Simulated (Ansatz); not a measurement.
Input and command of a calculation in Ansatz (plane waves; scalar-relativistic PAW potentials unless the input names others):

```yaml
crystal:
  lattice:
    - [0.0, 2.3, 2.3]
    - [2.3, 0.0, 2.3]
    - [2.3, 2.3, 0.0]
  atoms:
    - { symbol: Zr, position: [0.5, 0.5, 0.5] }
    - { symbol: "N", position: [0.0097826087, -0.0097826087, 0.0097826087] }
basis:
  ecutwfc: 420
kpoints:
  mp_grid: { grid: [14, 14, 14] }
hamiltonian:
  xc: pbe
scf:
  occupations: { method: gaussian, width: 0.1 }
  mixing: { algorithm: anderson, beta: 1.5, ndim: 1, preconditioner: none }
  max_iter: 50
output:
  forces: true
  eigenvalues: true
  stress: true
```

```bash
ansatz run input.yaml --threads 1 --pin off --max-ram 2560MiB --backend cpu --events-out ev --progress --plain --runs-dir out
```

Task: What is wrong with this input?

Result: The program refuses it, because of mixing far too strong (scf.mixing: not typed → {"algorithm": "anderson", "beta": 1.5, "ndim": 1, "preconditioner": "none"}). Without that key it is accepted.

Abridged log:
```
Error: invalid value for `scf.mixing.beta`: must be finite and in (0, 1]; got 1.5
```